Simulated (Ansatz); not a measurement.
**Electroresistance of Hf/SiC/HfN**

Both polarities of the barrier in Hf/SiC/HfN, relaxed and compared. The lower electrode is Hf hcp(0001), the upper one HfN rock salt(111); the barrier is SiC wurtzite(0001) (whole bilayers). In the first transport cell, after relaxation, the nearest pair of electrode and barrier is Hf–C at 2.17 Å, along the normal, at the lower face and Hf–Si at 2.80 Å, along the normal, at the upper one. All share a net of side 3.2 Å, which strains the lower electrode by +0.0 %, the upper one by -0.1 % and the barrier by +3.6 %, against typed lattice constants near PBE's. The first steps treat the bulk electrodes alone.

Main program and level: Ansatz 0.2.0; PBE DFT, plane waves, PAW files, in the first sound run; inputs show where later runs differ.

## Step 1: The starting structure

Symmetry: P6_3/mmc, No. 194, hexagonal system. Conventional cell: a = 3.200 Å, b = 3.200 Å, c = 5.050 Å, α = 90.00°, β = 90.00°, γ = 120.00°. Nearest to Hf lie 12 Hf at 3.13 to 3.20 Å.

## Step 2: Layer spacing of the electrode, 2 atoms, electrode Hf hcp(0001)

The electrode is held to the junction's net and relaxed along the normal; its spacing is used for the ideal lead layers.

input.yaml reads:

```yaml
crystal:
  lattice:
    - [3.2, 0.0, 0.0]
    - [-1.6, 2.7712812921, 0.0]
    - [0.0, 0.0, 5.05]
  atoms:
    - { symbol: Hf, position: [0.0, 0.0, 0.0] }
    - { symbol: Hf, position: [0.3333333333, 0.6666666667, 0.5] }
kpoints:
  mp_grid: { grid: [12, 12, 6] }
scf:
  occupations: { method: fermi_dirac, width: 0.1 }
  max_iter: 150
hamiltonian:
  xc: pbe
relax:
  f_tol: 0.01
  max_steps: 40
  cell: { fix: [a, b, angles] }
```

Launch:

```console
$ ansatz run input.yaml --threads 4 --pin off --max-ram 10240MiB --backend cpu --events-out ev --progress --plain --runs-dir out
```

Numbers of over 12 decimals in the logs are rounded to 6 here.

The log of the run:

```text
Engine: ansatz 0.2.0, x86_64-unknown-linux-gnu
Pseudopotentials: kind: paw
Pseudopotential: Hf, paw, valence charge 26, recommended cutoff 420 eV (normal), Hf.paw.azcp
Functional definition: PBE
  parameter kappa = 0.804
  parameter beta = 0.066725
  exchange = pbe_x(kappa = kappa, mu = beta*pi^2/3)
  correlation = pbe_c(beta = beta)
Crystal: 2 atoms, lattice volume = 44.784 Å³
Basis set: ecut = 420 eV, 881 PW (Γ), exchange–correlation on 48×48×72 points (8 copies of the dense FFT grid, shifted against one another)
Bands: 32, of which v1, the nominal top of the filled ones, is band 26 counted from 1 (25 counted from 0)
Symmetry: 24 space group operations
Space group: P63/mmc (ITA 194), of the structure as read, at distance tolerance 3.6e-5 Å
k-points: 76 of 864
Non-local potential: Hf, projectors of the file, l = 0: 3, l = 1: 2, l = 2: 2, l = 3: 3
PAW form: soft (Blöchl's): semilocal exchange-correlation on the pseudo side does not see the compensation charge
PAW one-centre angular grid: Hf, 590 points (default); XC on 64 Gauss nodes
Initial density: superposition of atomic densities (neutral atoms: chi_scale 0, normalization atom), corrected by the library's trained network
Initial wavefunctions: pseudopotential atomic-orbital guess
Functional: x = pbe(κ = 0.804, μ = 0.219515), c = pbe(β = 0.066725)
SCF iter   1: F=—  HF=-31442.749134 eV  |F-HF|=—  |Δ(HF+E_count)|=         —  Δρ=2.87e-3  dr2=1.78e-3  ethr=1.77e-3  ⟨swp⟩=4.4  Hψ=7973  notcnv=0
preconditioner: auto → Kerker (q_TF=auto, 2.797 Å⁻¹)  [metal: Δε(μ)=0.018 eV  Ē_g=17.571 eV  σ=0.100 eV  W_gap=0.04  n_scr=22 (ndim 8)  ℏωp=38.4 eV  f_vac=0.000  D(μ)=1.67/eV (n_scr^D=22)]
SCF iter   2: F=—  HF=-31442.749456 eV  |F-HF|=—  |Δ(HF+E_count)|=   3.22e-4  Δρ=1.81e-3  dr2=7.81e-4  ethr=3.42e-6  ⟨swp⟩=2.5  Hψ=4709  notcnv=0
SCF iter   3: F=—  HF=-31442.749678 eV  |F-HF|=—  |Δ(HF+E_count)|=   2.21e-4  Δρ=2.84e-4  dr2=3.23e-5  ethr=1.50e-6  ⟨swp⟩=3.0  Hψ=4403  notcnv=0
SCF iter   4: F=—  HF=-31442.749681 eV  |F-HF|=—  |Δ(HF+E_count)|=   3.09e-6  Δρ=1.54e-4  dr2=5.83e-6  ethr=6.21e-8  ⟨swp⟩=2.0  Hψ=4428  notcnv=0
SCF iter   5: F=—  HF=-31442.749679 eV  |F-HF|=—  |Δ(HF+E_count)|=   1.84e-6  Δρ=5.31e-5  dr2=6.90e-7  ethr=1.12e-8  ⟨swp⟩=2.0  Hψ=3827  notcnv=0
SCF iter   6: F=-31442.749679 eV  HF=-31442.749679 eV  |F-HF|=1.10e-8  |Δ(HF+E_count)|=   4.38e-7  Δρ=1.28e-5  dr2=3.77e-8  ethr=1.92e-10  ⟨swp⟩=5.3  Hψ=10587  notcnv=0
SCF 1 converged in 6 iterations: F = -31442.749679 eV  dr2 = 3.77e-8
  greatest PAW one-centre occupation: 0.998 electrons in one spin orbital (limit 2), on the Hf atom at site 1 (counted from 0), in its partial waves of l = 0
relax step   1: F+E_penalty+E_count = -31442.74967924 eV  Δ(F+E_penalty+E_count) = +0.000e0 eV  max|allowed force component| = 1.850e-17 eV/Å  Δτ_max = 0.0000 Å  P = +0.786 GPa  Ω = 44.784 Å³  fix = [a, b, alpha, beta, gamma]  reactions: a +0.630, b +0.630 GPa  (6 SCF iters, dr2 threshold 1.00e-7 eV, accepted)
Crystal: 2 atoms, lattice volume = 45.238 Å³
Initial density: handed on by an earlier stage of this run
Initial wavefunctions: those handed on with the density
iter 1 solved again at ethr=5.20e-8 eV; its pass at ethr=3.10e-3 eV (dr2=2.70e-5 eV) is discarded
SCF iter   1: F=—  HF=-31442.749828 eV  |F-HF|=—  |Δ(HF+E_count)|=         —  Δρ=4.53e-4  dr2=4.17e-5  ethr=5.20e-8  ⟨swp⟩=3.0  Hψ=13024  notcnv=0
preconditioner: auto → Kerker (q_TF=auto, 2.792 Å⁻¹)  [metal: Δε(μ)=0.026 eV  Ē_g=17.573 eV  σ=0.100 eV  W_gap=0.07  n_scr=22 (ndim 8)  ℏωp=38.2 eV  f_vac=0.000  D(μ)=1.68/eV (n_scr^D=22)]
SCF iter   2: F=—  HF=-31442.749853 eV  |F-HF|=—  |Δ(HF+E_count)|=   2.49e-5  Δρ=2.52e-4  dr2=1.63e-5  ethr=5.20e-8  ⟨swp⟩=2.0  Hψ=4368  notcnv=0
SCF iter   3: F=—  HF=-31442.749853 eV  |F-HF|=—  |Δ(HF+E_count)|=   7.52e-8  Δρ=9.55e-5  dr2=3.56e-6  ethr=3.13e-8  ⟨swp⟩=2.0  Hψ=3616  notcnv=0
SCF iter   4: F=—  HF=-31442.749852 eV  |F-HF|=—  |Δ(HF+E_count)|=   1.29e-6  Δρ=4.03e-5  dr2=5.27e-7  ethr=6.84e-9  ⟨swp⟩=2.0  Hψ=4415  notcnv=0
SCF iter   5: F=-31442.749851 eV  HF=-31442.749851 eV  |F-HF|=2.09e-8  |Δ(HF+E_count)|=   2.31e-7  Δρ=6.72e-6  dr2=1.98e-8  ethr=3.85e-10  ⟨swp⟩=4.6  Hψ=9297  notcnv=0
SCF 2 converged in 5 iterations: F = -31442.749851 eV  dr2 = 1.98e-8
relax step   2: F+E_penalty+E_count = -31442.74985133 eV  Δ(F+E_penalty+E_count) = -1.721e-4 eV  max|allowed force component| = 2.961e-16 eV/Å  Δτ_max = 0.0000 Å  P = -0.328 GPa  Ω = 45.238 Å³  energy of the carried Pulay correction = -1.263e-4 eV  fix = [a, b, alpha, beta, gamma]  reactions: a -0.056, b -0.056 GPa  (5 SCF iters, dr2 threshold 2.00e-7 eV, accepted)
Crystal: 2 atoms, lattice volume = 45.037 Å³
iter 1 solved again at ethr=7.84e-9 eV; its pass at ethr=3.10e-3 eV (dr2=4.08e-6 eV) is discarded
SCF iter   1: F=—  HF=-31442.750436 eV  |F-HF|=—  |Δ(HF+E_count)|=         —  Δρ=2.01e-4  dr2=8.14e-6  ethr=7.84e-9  ⟨swp⟩=3.1  Hψ=12939  notcnv=0
preconditioner: auto → Kerker (q_TF=auto, 2.794 Å⁻¹)  [metal: Δε(μ)=0.005 eV  Ē_g=17.571 eV  σ=0.100 eV  W_gap=0.01  n_scr=22 (ndim 8)  ℏωp=38.3 eV  f_vac=0.000  D(μ)=1.68/eV (n_scr^D=22)]
SCF iter   2: F=—  HF=-31442.750464 eV  |F-HF|=—  |Δ(HF+E_count)|=   2.85e-5  Δρ=1.13e-4  dr2=3.21e-6  ethr=7.84e-9  ⟨swp⟩=2.0  Hψ=4403  notcnv=0
SCF iter   3: F=—  HF=-31442.750465 eV  |F-HF|=—  |Δ(HF+E_count)|=   1.00e-7  Δρ=4.41e-5  dr2=7.31e-7  ethr=6.17e-9  ⟨swp⟩=2.0  Hψ=3580  notcnv=0
SCF iter   4: F=-31442.750464 eV  HF=-31442.750464 eV  |F-HF|=7.20e-8  |Δ(HF+E_count)|=   2.14e-7  Δρ=1.82e-5  dr2=1.01e-7  ethr=3.85e-10  ⟨swp⟩=3.3  Hψ=10897  notcnv=0
SCF 3 converged in 4 iterations: F = -31442.750464 eV  dr2 = 1.01e-7
relax step   3: F+E_penalty+E_count = -31442.75046423 eV  Δ(F+E_penalty+E_count) = -6.129e-4 eV  max|allowed force component| = 3.175e-16 eV/Å  Δτ_max = 0.0000 Å  P = +0.157 GPa  Ω = 45.037 Å³  energy of the carried Pulay correction = -7.058e-5 eV  fix = [a, b, alpha, beta, gamma]  reactions: a +0.242, b +0.242 GPa  (4 SCF iters, dr2 threshold 2.00e-7 eV, accepted)
Initial wavefunctions: pseudopotential atomic-orbital guess (no wavefunctions were taken with the density)
iter 1 solved again at ethr=3.30e-9 eV; its pass at ethr=3.10e-3 eV (dr2=1.72e-6 eV) is discarded
SCF iter   1: F=—  HF=-31442.750504 eV  |F-HF|=—  |Δ(HF+E_count)|=         —  Δρ=1.98e-5  dr2=1.04e-7  ethr=3.30e-9  ⟨swp⟩=4.1  Hψ=16658  notcnv=0
preconditioner: auto → Kerker (q_TF=auto, 2.794 Å⁻¹)  [metal: Δε(μ)=0.005 eV  Ē_g=17.574 eV  σ=0.100 eV  W_gap=0.01  n_scr=22 (ndim 8)  ℏωp=38.3 eV  f_vac=0.000  D(μ)=1.68/eV (n_scr^D=22)]
SCF iter   2: F=—  HF=-31442.750534 eV  |F-HF|=—  |Δ(HF+E_count)|=   2.99e-5  Δρ=1.29e-5  dr2=5.53e-8  ethr=1.99e-10  ⟨swp⟩=2.1  Hψ=3767  notcnv=0
SCF iter   3: F=—  HF=-31442.750534 eV  |F-HF|=—  |Δ(HF+E_count)|=   9.20e-9  Δρ=4.68e-6  dr2=9.92e-9  ethr=1.06e-10  ⟨swp⟩=2.0  Hψ=4410  notcnv=0
SCF iter   4: F=—  HF=-31442.750534 eV  |F-HF|=—  |Δ(HF+E_count)|=   1.67e-9  Δρ=1.97e-6  dr2=1.82e-9  ethr=1.91e-11  ⟨swp⟩=2.1  Hψ=4410  notcnv=0
SCF iter   5: F=—  HF=-31442.750534 eV  |F-HF|=—  |Δ(HF+E_count)|=  3.78e-10  Δρ=4.01e-7  dr2=1.03e-10  ethr=3.51e-12  ⟨swp⟩=2.1  Hψ=3827  notcnv=0
SCF iter   6: F=-31442.750534 eV  HF=-31442.750534 eV  |F-HF|=7.28e-12  |Δ(HF+E_count)|=  7.28e-12  Δρ=1.01e-7  dr2=5.14e-12  ethr=1.00e-12  ⟨swp⟩=6.5  Hψ=12240  notcnv=0
SCF 4 converged in 6 iterations: F = -31442.750534 eV  dr2 = 5.14e-12
relax step   4: F+E_penalty+E_count = -31442.75053402 eV  Δ(F+E_penalty+E_count) = -6.979e-5 eV  max|allowed force component| = 3.175e-16 eV/Å  Δτ_max = 0.0000 Å  P = +0.158 GPa  Ω = 45.037 Å³  fix = [a, b, alpha, beta, gamma]  reactions: a +0.242, b +0.242 GPa  stress off target by 1.15e-2 GPa on what of the cell is left free  SCF on the basis re-selected at this cell (its energy is not comparable with the rows above)  (6 SCF iters)
basis re-selected at this cell: Δ(F+E_penalty+E_count) = -6.979e-5 eV, ΔP = +0.000 GPa vs the last step (what re-selecting the basis moved, of the pressure what is left beyond the Pulay correction that the steps carried, after the strain that the cell walked since its last selection, with what the two solves' SCF thresholds leave and, on support functions, any second-order correction that the steps lacked; it is no m [...]
SCF converged after 6 iterations
Free energy (F): -31442.750534 eV
Harris-Foulkes:  -31442.750534 eV  (|F-HF|=7.28e-12)
Internal energy: -31442.693174 eV  (E = F + TS)
E sigma→0 (E₀):  -31442.721854 eV
Entropy (-TS):   -0.057360 eV (-28.680 meV/atom)
Fermi energy:    19.748150 eV
--- Per-component energies (eV) ---
  E_band       = 64.522439
  E_kinetic    = 848.030164
  E_local      = -10177.103743  (includes V_loc(G=0)·N_el)
  E_nonlocal   = -2488.740520
  E_hartree    = 4785.324376
  E_xc         = -600.155202
  E_vxc        = -532.288774  (∫ρ·V_xc dr)
  E_paw        = -13855.542148  (= ΣΔE_a)
  E_vpaw       = 2843.976459  (= ΣTr[D̂ρ^β])
  E_aug_tail   = -0.000002  (compensation charges beyond the density's cutoff)
  E_ewald      = -9954.506099
  E_smearing   = -0.057360  (= −TS)
  E_closure    = -0.000000  (closes the sum)
  Σ components = -31442.750534   (vs F -31442.750534, Δ=0.00e0)
--- Forces (eV/Å), atoms counted from 1 ---
  atom   1  Hf     0.00000000    -0.00000000     0.00000000
  atom   2  Hf     0.00000000     0.00000000    -0.00000000
  max |Σ_I F_I| component: 7.40e-17 eV/Å
--- Stress (GPa, compression-positive) ---
        0.242499      -0.000000       0.000000
        0.000000       0.242499      -0.000000
        0.000000      -0.000000      -0.011534
  P = ⅓ Tr σ = 0.1578 GPa (1.578 kbar)
--- Relaxed structure (3 steps of the walk, 3 accepted, 1 SCFs on fresh bases) ---
  F+E_penalty+E_count = -31442.75053402 eV   max|allowed force component| = 3.175e-16 eV/Å   (the final SCF, on the basis selected at the relaxed cell)
  cell:  # Å, volume = 45.0373 Å³
    - [3.200000, 0, 0]
    - [-1.600000, 2.771281, 0]
    - [0, 0, 5.078579]
  atoms:
    - { symbol: Hf, position: [9.251858539620026e-18, -5.0885221963063406e-17, 0] }
    - { symbol: Hf, position: [0.333333, 0.666667, 0.5] }
```

It took 4.3 s on 4 threads of Intel Xeon Platinum 8488C (Sapphire Rapids), shared host; peak memory 0.49 GiB; 13 s of CPU time.

Step by step:

| step | energy less that of the first step (eV) | largest force component (eV/Å) | pressure (GPa) | volume (Å³) |
| --- | --- | --- | --- | --- |
| 1 | 0.0000 | 0.0000 | 0.79 | 44.78 |
| 2 | -0.0002 | 0.0000 | -0.33 | 45.24 |
| 3 | -0.0008 | 0.0000 | 0.16 | 45.04 |
| 4* | -0.0009 | 0.0000 | 0.16 | 45.04 |

Relaxation steps marked * repeat the geometry before them on a plane-wave basis chosen anew for their cell, so energy and pressure can jump there.

Forces are held to the 24 operations that the run works with; a distortion that breaks them can't arise in this run.

| conventional cell, symmetrised | before | after | change |
| --- | --- | --- | --- |
| a (Å) | 3.200 | 3.200 | -0.0 % |
| b (Å) | 3.200 | 3.200 | -0.0 % |
| c (Å) | 5.050 | 5.079 | +0.6 % |
| volume (Å³/atom) | 22.39 | 22.52 | +0.6 % |

Final coordinates:

```
Hf
1.0
     3.20000    0.00000    0.00000
    -1.60000    2.77128    0.00000
     0.00000    0.00000    5.07858
Hf
2
Direct
  0.00000 0.00000 0.00000
  0.33333 0.66667 0.50000
```

This step gave:

```yaml
free_energy: -31442.7505 eV
fermi_energy: 19.75 eV
pressure: 0.1578 GPa
```

## Step 3: The strained electrode, 6 atoms, electrode HfN rock salt(111)

System of this step: HfN. It takes space group Fm-3m (No. 225, cubic). Conventional cell: a = 4.528 Å, b = 4.528 Å, c = 4.528 Å, α = 90.00°, β = 90.00°, γ = 90.00°. Nearest to Hf lie 6 N at 2.26 Å. Nearest to N lie 6 Hf at 2.26 Å. Farther neighbours and most contacts between anions are not listed. That group holds within 0.01 Å; judged at 0.001 Å it is R-3m (No. 166).

The electrode is held to the junction's net and relaxed along the normal; its spacing is used for the ideal lead layers.

input.yaml, the sections that differ from step 2:

```yaml
crystal:
  lattice:
    - [3.2, 0.0, 0.0]
    - [-1.6, 2.7712812921, 0.0]
    - [0.0, 0.0, 7.8516662453]
  atoms:
    - { symbol: Hf, position: [0.0, 0.0, 0.0] }
    - { symbol: "N", position: [0.3333333333, 0.6666666667, 0.1666666667] }
    - { symbol: Hf, position: [0.6666666667, 0.3333333333, 0.3333333333] }
    - { symbol: "N", position: [0.0, 0.0, 0.5] }
    - { symbol: Hf, position: [0.3333333333, 0.6666666667, 0.6666666667] }
    - { symbol: "N", position: [0.6666666667, 0.3333333333, 0.8333333333] }
kpoints:
  mp_grid: { grid: [12, 12, 4] }
# scf, hamiltonian, relax: as in step 2
```

The log of the run:

```text
[...]
Crystal: 6 atoms, lattice volume = 69.629 Å³
Basis set: ecut = 420 eV, 1359 PW (Γ), exchange–correlation on 48×48×108 points (8 copies of the dense FFT grid, shifted against one another)
Bands: 56, of which v1, the nominal top of the filled ones, is band 47 counted from 1 (46 counted from 0)
Symmetry: 36 space group operations
[...]
k-points: 69 of 576
[...]
SCF iter   1: F=—  HF=-48326.095324 eV  |F-HF|=—  |Δ(HF+E_count)|=         —  Δρ=5.58e-3  dr2=2.65e-2  ethr=1.77e-3  ⟨swp⟩=5.0  Hψ=11548  notcnv=0  defer=4
[...]
SCF iter   7: F=-48326.088482 eV  HF=-48326.088482 eV  |F-HF|=2.57e-9  |Δ(HF+E_count)|=   7.97e-9  Δρ=3.00e-6  dr2=4.83e-9  ethr=7.19e-11  ⟨swp⟩=4.8  Hψ=14434  notcnv=0
SCF 1 converged in 7 iterations: F = -48326.088482 eV  dr2 = 4.83e-9
[...]
relax step   1: F+E_penalty+E_count = -48326.08848153 eV  Δ(F+E_penalty+E_count) = +0.000e0 eV  max|allowed force component| = 6.646e-27 eV/Å  Δτ_max = 0.0000 Å  P = +3.582 GPa  Ω = 69.629 Å³  fix = [a, b, alpha, beta, gamma]  reactions: a +3.731, b +3.731 GPa  (7 SCF iters, dr2 threshold 1.00e-7 eV, accepted)
Crystal: 6 atoms, lattice volume = 70.589 Å³
Basis set: ecut = 420 eV, 1371 PW (Γ), exchange–correlation on 48×48×108 points (8 copies of the dense FFT grid, shifted against one another)
[...]
SCF iter   6: F=-48326.087388 eV  HF=-48326.087388 eV  |F-HF|=2.53e-7  |Δ(HF+E_count)|=   1.09e-6  Δρ=1.78e-5  dr2=1.88e-7  ethr=6.45e-10  ⟨swp⟩=5.0  Hψ=14982  notcnv=0
SCF 2 converged in 6 iterations: F = -48326.087388 eV  dr2 = 1.88e-7
relax step   2: F+E_penalty+E_count = -48326.08738758 eV  Δ(F+E_penalty+E_count) = +1.094e-3 eV  max|allowed force component| = 1.098e-27 eV/Å  Δτ_max = 0.0000 Å  P = -0.157 GPa  Ω = 70.589 Å³  energy of the carried Pulay correction = -2.928e-3 eV  fix = [a, b, alpha, beta, gamma]  reactions: a +1.068, b +1.068 GPa  (6 SCF iters, dr2 threshold 6.00e-7 eV, accepted)
Crystal: 6 atoms, lattice volume = 70.165 Å³
[...]
SCF iter   5: F=-48326.092216 eV  HF=-48326.092216 eV  |F-HF|=8.14e-8  |Δ(HF+E_count)|=   4.78e-6  Δρ=2.79e-5  dr2=3.03e-7  ethr=6.45e-10  ⟨swp⟩=3.8  Hψ=18104  notcnv=0
SCF 3 converged in 5 iterations: F = -48326.092216 eV  dr2 = 3.03e-7
relax step   3: F+E_penalty+E_count = -48326.09221607 eV  Δ(F+E_penalty+E_count) = -4.828e-3 eV  max|allowed force component| = 2.424e-26 eV/Å  Δτ_max = 0.0000 Å  P = +1.463 GPa  Ω = 70.165 Å³  energy of the carried Pulay correction = -1.638e-3 eV  fix = [a, b, alpha, beta, gamma]  reactions: a +2.219, b +2.219 GPa  (5 SCF iters, dr2 threshold 6.00e-7 eV, accepted)
[...]
SCF iter   7: F=-48326.094016 eV  HF=-48326.094016 eV  |F-HF|=2.18e-11  |Δ(HF+E_count)|=  9.46e-11  Δρ=1.06e-7  dr2=6.94e-12  ethr=1.00e-12  ⟨swp⟩=5.6  Hψ=17188  notcnv=0
SCF 4 converged in 7 iterations: F = -48326.094016 eV  dr2 = 6.94e-12
relax step   4: F+E_penalty+E_count = -48326.09401630 eV  Δ(F+E_penalty+E_count) = -1.800e-3 eV  max|allowed force component| = 6.258e-29 eV/Å  Δτ_max = 0.0000 Å  P = +1.493 GPa  Ω = 70.165 Å³  fix = [a, b, alpha, beta, gamma]  reactions: a +2.234, b +2.234 GPa  stress off target by 1.06e-2 GPa on what of the cell is left free  SCF on the basis re-selected at this cell (its energy is not comparable with the rows above)  (7 SCF iters)
[...]
SCF converged after 7 iterations
Free energy (F): -48326.094016 eV
[...]
Internal energy: -48326.035522 eV  (E = F + TS)
E sigma→0 (E₀):  -48326.064769 eV
Entropy (-TS):   -0.058494 eV (-9.749 meV/atom)
Fermi energy:    23.537307 eV
[...]
--- Stress (GPa, compression-positive) ---
        2.233966      -0.000000      -0.000000
        0.000000       2.233966      -0.000000
       -0.000000      -0.000000       0.010595
  P = ⅓ Tr σ = 1.4928 GPa (14.928 kbar)
--- Relaxed structure (3 steps of the walk, 3 accepted, 1 SCFs on fresh bases) ---
[...]
cell:  # Å, volume = 70.1645 Å³
    - [3.200000, 0, 0]
    - [-1.600000, 2.771281, 0]
    - [0, 0, 7.912014]
  atoms:
    - { symbol: Hf, position: [0, 0, 0] }
    - { symbol: N, position: [0.333333, 0.666667, 0.166667] }
    - { symbol: Hf, position: [0.666667, 0.333333, 0.333333] }
    - { symbol: N, position: [0, 0, 0.5] }
    - { symbol: Hf, position: [0.333333, 0.666667, 0.666667] }
    - { symbol: N, position: [0.666667, 0.333333, 0.833333] }
```

Elapsed: 8.6 s, on 4 threads; peak memory 0.62 GiB.

This run has no spin polarisation although its electron count is odd.

Relaxation path:

| step | energy less that of the first step (eV) | largest force component (eV/Å) | pressure (GPa) | volume (Å³) |
| --- | --- | --- | --- | --- |
| 1 | 0.0000 | 0.0000 | 3.58 | 69.63 |
| 2 | 0.0011 | 0.0000 | -0.16 | 70.59 |
| 3 | -0.0037 | 0.0000 | 1.46 | 70.16 |
| 4* | -0.0055 | 0.0000 | 1.49 | 70.16 |

Relaxation steps marked * repeat the geometry before them on a plane-wave basis chosen anew for their cell, so energy and pressure can jump there.

Forces are held to the 36 operations that the run works with; a distortion that breaks them can't arise in this run.

| cell as run | before | after | change |
| --- | --- | --- | --- |
| a (Å) | 3.200 | 3.200 | -0.0 % |
| b (Å) | 3.200 | 3.200 | -0.0 % |
| c (Å) | 7.852 | 7.912 | +0.8 % |
| volume (Å³/atom) | 11.60 | 11.69 | +0.8 % |

The relaxed structure:

```xyz
6
Lattice="3.2000 0.0000 0.0000 -1.6000 2.7713 0.0000 0.0000 0.0000 7.9120" Properties=species:S:1:pos:R:3 pbc="T T T"
Hf    0.0000    0.0000    0.0000
N     0.0000    1.8475    1.3187
Hf    1.6000    0.9238    2.6373
N     0.0000    0.0000    3.9560
Hf    0.0000    1.8475    5.2747
N     1.6000    0.9238    6.5933
```

This step gave:

```
free energy  : -48326.0940 eV
Fermi energy : 23.54 eV
pressure     : 1.493 GPa
```

(Continued in part 2 of 6.)

[Logs are printed without paths, hosts, clocks, repeated set-up lines and the standing remarks that a program may print on its own settings, such as how far it seeks lower states.]

[Hosts, paths, dates, database ids (printed as entryN), source tags and the programs' standing remarks are cut or masked in the printed files.]
